## From semilocal to nonlocal gaps in hexagonal diamond

Hexagonal diamond has the same fourfold carbon bonds as cubic diamond, stacked differently. Its band gap is the energy between the highest filled and the lowest empty electron state. Semilocal functionals, which use only local quantities such as the density, its gradient and, in a meta-GGA, the kinetic energy density, usually make this gap too small. The question here is how far nonlocal exchange and many-body theory open it, and whether that step exceeds the scatter among the semilocal results.

Orbital or quasiparticle gaps of hexagonal diamond (C, P6_3/mmc, 4-atom cell, a = 2.522 Å, c = 4.119 Å) at fixed geometry, with the methods and programs listed and no dispersion correction. Basis values in plain eV are plane-wave cutoffs, and Kmax is in 1/bohr.

| method | rung | program | potentials | basis | spin | k mesh | smearing | gap read on | gap (eV) |
| --- | --- | --- | --- | --- | --- | --- | --- | --- | --- |
| BH | LDA | FLEUR | all-electron | 5.19 Kmax | none | 12x12x7 4-atom-cell | fermi-dirac 0.05eV | path | 3.186 |
| LDA-Teter | LDA | ABINIT | JTH-PAW-LDA-v2.0 | 544.228 eV | none | 12x12x7 4-atom-cell | fermi-dirac 0.05eV | path | 3.176 |
| PBE | GGA | GPAW | GPAW-PAW-data-sets-(gpaw-data-1.2.1) | 800 eV | none | 9x9x5 4-atom-cell | fermi-dirac 0.05eV | path | 3.374 |
| PBE-LDA | GGA | Ansatz LAPW | all-electron-LAPW,-scalar-relativistic | 0.002 eV/atom-basis-error | collinear afm | 12x12x7 4-atom-cell | methfessel-paxton 0.01eV | path | 4.001 |
| PBEsol | GGA | ABINIT | PseudoDojo-NC-SR-PBEsol-v0.4.1-standard | 1115.67 eV | none | 12x12x7 4-atom-cell | fermi-dirac 0.05eV | path | 3.181 |
| PW91 | GGA | ABINIT | PseudoDojo-NC-SR-PBE-v0.4.1-standard | 1115.67 eV | none | 12x12x7 4-atom-cell | fermi-dirac 0.05eV | path | 3.463 |
| SOGGA | GGA | ABINIT | PseudoDojo-NC-SR-PBEsol-v0.4.1-standard | 1115.67 eV | none | 12x12x7 4-atom-cell | fermi-dirac 0.05eV | path | 3.078 |
| WC | GGA | ABINIT | PseudoDojo-NC-SR-PBEsol-v0.4.1-standard | 1115.67 eV | none | 12x12x7 4-atom-cell | fermi-dirac 0.05eV | path | 3.232 |
| revPBE | GGA | SIESTA | PseudoDojo-0.4-standard-NC | DZP | none | 12x12x7 4-atom-cell | fermi-dirac 0.05eV | path | 3.631 |
| r2SCAN | meta-GGA | Ansatz | Ansatz PAW | 500 eV | none | 12x12x7 4-atom-cell | fermi-dirac 0.05eV | path | 3.657 |
| HSE03 | hybrid | Ansatz | SSSP-precision-PAW | 612.256 eV | none | 6x6x4 4-atom-cell | cold 0.025eV | path | ? |
| HSE06 | hybrid | Ansatz | Ansatz PAW | 420 eV | none | 6x6x4 4-atom-cell | fermi-dirac 0.05eV | path | ? |
| PBE then-B3LYP-one-shot | hybrid | ABINIT | PseudoDojo-NC-SR-PBE-v0.4.1-standard | 1115.67 eV | none | 7x7x4 4-atom-cell | fixed 0eV | states chosen | ? |
| PBEsol G0W0 | many-body | ABINIT | PseudoDojo-NC-SR-PBEsol-v0.4.1-standard | 1006.82 eV | none | 7x7x4 4-atom-cell | fixed 0eV | states chosen | ? |

### The starting point

The two LDA gaps agree within 0.01 eV although they come from different programs and potentials. The GGAs do not form such a tight group, and the meta-GGA r2SCAN lies inside their range only because PBE-LDA extends it upwards. All semilocal gaps together span 0.92 eV, or 0.58 eV without PBE-LDA. That row lies far above the others. Its spin start and smearing also differ, but smearing hardly matters across so wide a gap, and a spin start matters only if magnetic moments survive. The functional is the likelier cause. Its name points to PBE exchange with LDA correlation, which lacks the gradient correction to correlation that in PBE partly offsets the one to exchange.

PBE and PW91 are closely related functionals, yet their gaps here differ by 0.09 eV. Program, potentials and mesh change along with the functional. Their mean, 3.42 eV, serves as the base for the hybrids, and their difference as its uncertainty. The G0W0 forecast starts from the PBEsol gap, 3.18 eV.

### Two limits of exchange

Exact exchange removes the repulsion of an electron with itself, which a semilocal functional cancels only in part. In a hybrid it takes the place of part of the semilocal exchange, which attracts filled and empty states roughly alike. Exact exchange attracts the filled states more strongly and the empty ones less, so the filled states tend to sink, the empty ones tend to rise, and the gap opens. With no exact exchange the semilocal gap remains. In cubic diamond, a quarter of full-range exchange opens the gap by roughly 1.9 eV, a recalled value that is transferred here because the bonds are the same.

HSE functionals keep exact exchange only at short range. The part they drop has the interaction $\operatorname{erf}(\omega r)/r$, where $r$ is the distance between two electrons and $\omega$ sets the range. At small $\omega r$ this interaction tends to the constant $2\omega/\sqrt{\pi}$. Exchange with a constant interaction lowers every filled state by that constant and leaves the empty states where they are, so dropping it costs the gap about this amount times the exchange share.

For HSE06 the share is 0.25 and $\omega$ is about 0.11 per bohr. With $E_\mathrm{h}$ for one hartree, the loss is

$$0.25\times\frac{2\times0.11}{\sqrt{\pi}}\,E_\mathrm{h}\approx0.84\ \text{eV}.$$

The opening is then $1.9-0.84=1.06$ eV, and adding it to the base gives a gap near 4.47 eV. HSE03 is treated with the same $\omega$, because its conventions differ between programs.

B3LYP has a smaller share of exact exchange, 0.20, but keeps it at full range. Scaling the opening in cubic diamond gives $1.9\times0.20/0.25=1.52$ eV. G0W0 replaces the fixed share by an interaction that the crystal itself screens. In the long-distance, static limit the share is the inverse dielectric constant, about 1/5.7, which gives an opening of 1.33 eV; using this limit at all distances is crude.

### A band edge between mesh points

The lowest empty state of this crystal is known to lie at K, a corner of the hexagonal Brillouin zone. A 6x6x4 mesh centred on Γ, the zone centre, contains K; a 7x7x4 mesh does not. The B3LYP and G0W0 gaps are read between chosen states on the latter mesh, which may therefore lie above the true band edge. A parabolic band with an assumed mass of 0.7 electron masses rises by 0.31 eV from K to the nearest mesh point, and this amount is added to both forecasts.

The forecasts are:

- HSE03: 4.47 ± 0.27 eV.
- HSE06: 4.47 ± 0.27 eV, with no forecast of which HSE gap is larger.
- One-shot B3LYP: 5.25 ± 0.41 eV, the largest of the four.
- G0W0: 4.82 ± 0.41 eV, between B3LYP and HSE.

All four should lie above every semilocal gap. The bars combine a judged 0.25 eV for the transferred opening, the difference between PBE and PW91 and, where it was added, the whole mesh rise. They are not statistical confidence limits. A different choice of states, such as a direct gap, could cause a far larger miss.

The withheld rows as computed:

| method | rung | program | potentials | basis | spin | k mesh | smearing | gap read on | gap (eV) |
| --- | --- | --- | --- | --- | --- | --- | --- | --- | --- |
| HSE03 | hybrid | Ansatz | SSSP-precision-PAW | 612.256 eV | none | 6x6x4 4-atom-cell | cold 0.025eV | path | 4.217 |
| HSE06 | hybrid | Ansatz | Ansatz PAW | 420 eV | none | 6x6x4 4-atom-cell | fermi-dirac 0.05eV | path | 4.441 |
| PBE then-B3LYP-one-shot | hybrid | ABINIT | PseudoDojo-NC-SR-PBE-v0.4.1-standard | 1115.67 eV | none | 7x7x4 4-atom-cell | fixed 0eV | states chosen | 5.721 |
| PBEsol G0W0 | many-body | ABINIT | PseudoDojo-NC-SR-PBEsol-v0.4.1-standard | 1006.82 eV | none | 7x7x4 4-atom-cell | fixed 0eV | states chosen | 4.966 |

### Where the reasoning holds

The forecast order is right: B3LYP gives the largest gap, and G0W0 lies between it and the HSE pair. HSE06 comes out within 0.04 eV of its forecast, much closer than the error bar would justify expecting. The 6x6x4 mesh of both HSE runs is coarse and their cutoffs are working values, not converged limits, so such close agreement may be partly chance. G0W0 lies 0.15 eV above its forecast and inside its bar. These results support the estimated sizes, but a total gap does not test each ingredient separately. The G0W0 gap also depends on how many empty states enter its sums, which the table does not list.

HSE03 was forecast 0.26 eV too high and only just falls within its bar. It lies 0.22 eV below HSE06, a difference that the common $\omega$ excluded from the start. In the model, an $\omega$ larger by about $0.11\times0.22/0.84\approx0.03$ per bohr would produce it. Some HSE03 conventions do use a larger value for exact exchange, others only for the semilocal part, which the model leaves out. The two runs also differ in potentials and cutoff, so this explanation remains a guess.

B3LYP is the clear failure: its gap is 0.48 eV above the forecast and outside the bar. The PBE calculation from which B3LYP starts shows where the miss arises. On the 7x7x4 mesh its gap is 3.836 eV, about 0.42 eV above the base, so the mesh rise was put roughly 0.11 eV too low. The one-shot step itself opens the gap by $5.721-3.836=1.885$ eV, against a forecast of 1.52 eV, and this is the larger part of the miss. In this step the lowest empty state rises by more than the highest filled state sinks, and the same holds for G0W0, so the lowering of filled states is the smaller part of both openings.

The model took only the exact-exchange share from B3LYP and kept PBE for the rest. B3LYP takes most of its semilocal part from BLYP, and a separate BLYP run of this crystal, on a mesh that contains K, gives a gap of 3.799 eV, about 0.38 eV above the base. The semilocal part is therefore the likely source of most of the extra opening, though program and potentials differ too. Full-range exchange is also harder to converge on a coarse mesh than the short-range exchange of HSE, and that effect has not been isolated. If the mesh rise found for PBE also holds for G0W0, the G0W0 forecast moves up by about 0.11 eV and nearly meets the computed gap.

### Step against scatter

Every hybrid or many-body gap lies above every semilocal one, but the smallest separation, between HSE03 and PBE-LDA, is only 0.22 eV. Measured from the PBE/PW91 base, the step is 0.80 eV for HSE03, 1.02 eV for HSE06 and 2.30 eV for B3LYP; from the PBEsol base it is 1.785 eV for G0W0. The B3LYP step includes about 0.42 eV of mesh rise, and the G0W0 step probably a similar amount. The whole semilocal spread is 0.92 eV, so the HSE03 step doesn't exceed it and the HSE06 step barely does. Going from semilocal to nonlocal methods raises the gap in every case here, but the functional and the settings can move a single result by a good part of a step.

For a crystal with its band edge at K, the in-plane divisions of a Γ-centred mesh should be a multiple of three. Repeating the B3LYP and G0W0 calculations on such a mesh, with the gap taken between Γ and K, would remove the mesh rise and read these gaps at the same band edge as in the other rows.

The analysis program printed:

```
difference of the two LDA gaps, BH less Teter (eV): 0.01
spread of all known semilocal gaps (eV): 0.923
the same spread without PBE-LDA (eV): 0.579
PW91 less PBE (eV): 0.089
SOGGA less PBEsol (eV): -0.103
WC less PBEsol (eV): 0.051
PBE-LDA less PBE (eV): 0.627
mean of PBE and PW91, base for the hybrids (eV): 3.418
opening lost by screening in HSE, model (eV): 0.8444
rise from K to the nearest 7x7x4 mesh point, model (eV): 0.3066
model openings without mesh rise: HSE03, HSE06, B3LYP, G0W0 (eV): 1.056, 1.056, 1.52, 1.333
forecasts: HSE03, HSE06, B3LYP, G0W0 (eV): 4.474, 4.474, 5.245, 4.821
error bars in the same order (eV): 0.2654, 0.2654, 0.4055, 0.4055
computed gaps in the same order (eV): 4.217, 4.441, 5.721, 4.966
misses, forecast less computed, same order (eV): 0.2571, 0.03312, -0.4759, -0.1451
misses without the mesh rise, same order (eV): 0.2571, 0.03312, -0.7825, -0.4517
computed openings over the base used, same order (eV): 0.7985, 1.022, 2.303, 1.785
HSE06 less HSE03, computed (eV): 0.224
lowest withheld gap less highest semilocal gap (eV): 0.216
```
